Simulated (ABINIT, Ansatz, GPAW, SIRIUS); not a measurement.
# Sb: programs and potentials compared

```
Sb
1.0
     3.35453    0.00000    0.00000
    -1.67727    2.90511    0.00000
     0.00000    0.00000    5.47016
Sb
2
Direct
  0.66667 0.33333 0.75000
  0.33333 0.66667 0.25000
```

This isn't the form of Sb at room conditions, which is rhombohedral.

Alike in all runs: task single point; functional PBEsol; k mesh 9 × 9 × 5; occupations fermi-dirac, width 0.05 eV; no spin polarisation; no spin-orbit coupling. Pressure is positive in compression and, in plane waves, holds the error of the finite cutoff.

```csv
program and potentials,plane-wave cutoff (eV),notes,pressure (GPa)
"SIRIUS, PseudoDojo 0.4.1 PBEsol standard (scalar relativistic)",1102,-,?
"Ansatz, all-electron LAPW, scalar-relativistic",-,-,-1.58
"GPAW, PAW data sets generated for this functional",600,-,-1.93
"ABINIT, PseudoDojo NC SR PBEsol v0.4.1 standard",1088,-,-1.61
```

Task: Estimate from the other rows what the run with SIRIUS, PseudoDojo 0.4.1 PBEsol standard (scalar relativistic) gave.

Result: Pressure -1.57 GPa. The other rows, which needn't bracket it: pressure -1.93 to -1.58.
